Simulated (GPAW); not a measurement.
The system is HgTe (Coloradoite).

```
CELL_PARAMETERS angstrom
0.00000 3.21450 3.21450
3.21450 0.00000 3.21450
3.21450 3.21450 0.00000
ATOMIC_POSITIONS crystal
Hg 0.00000 0.00000 0.00000
Te 0.75000 0.75000 0.75000
```

Base run:

```yaml
Program: GPAW 26.7.0
Functional: PBE
Potentials_or_basis: GPAW PAW data sets (gpaw-data 1.2.1)
Cutoff: 450 eV
Basis: pw
k_mesh: 6 × 6 × 6
Occupations: fermi-dirac, width 0.05 eV
Spin: no spin polarisation
```

Its results: pressure 4.2 GPa.

**Question.** The run is repeated on the same cell with these changes: functional from PBE to LDA; potentials or basis from GPAW PAW data sets (gpaw-data 1.2.1) to the program's PAW data sets (release 1.2.1) made for this functional, other valence; cutoff from 450 eV to 600 eV; valence electrons from 24 to 34. What comes out?

**Answer.** Pressure -0.7 GPa.

Caveats: the cutoff is short for stress and forces, so pressures can be off by a GPa or more (some runs).
